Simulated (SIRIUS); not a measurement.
Runs of SIRIUS 7.12.0 on TiCo. Symmetry: Pm-3m, No. 221, cubic system. Conventional cell: a = 2.986 Å, b = 2.986 Å, c = 2.986 Å, α = 90.00°, β = 90.00°, γ = 90.00°. Co (site symmetry m-3m) has 8 Ti at 2.59 Å as nearest neighbours. Ti (site symmetry m-3m) is surrounded by 8 Co at 2.59 Å. The cell comes from a database or a generator and needn't be the stable form of this composition.

| level | gap on the mesh (eV) | pressure (GPa) | moment (μB) |
| --- | --- | --- | --- |
| PBE | none | (b) | 0.90 |
| RPBE | none | 5.0 | 0.90 |
| PBEsol | none | -7.0 | 0.90 |
| BP86 | none | (a) | 0.90 |
| revPBE | none | 3.7 | 0.90 |

Alike in all rows: task single point; potentials or basis PseudoDojo 0.4.1 PBE standard (scalar relativistic); spin collinear, ferromagnetic start; cell as given; k mesh 5 × 5 × 5; cutoff (eV) 1307; smearing fermi-dirac 0.05 eV; the mesh is coarse, so values aren't converged.

Problem. Fill in the values left out.

Solution. (a) -0.5; (b) 0.3.

Caveats: all runs use coarse meshes; the potentials were made for another functional, which shifts forces and pressure (some runs).

A gap of «none» marks a metal or a gap under the smearing width.
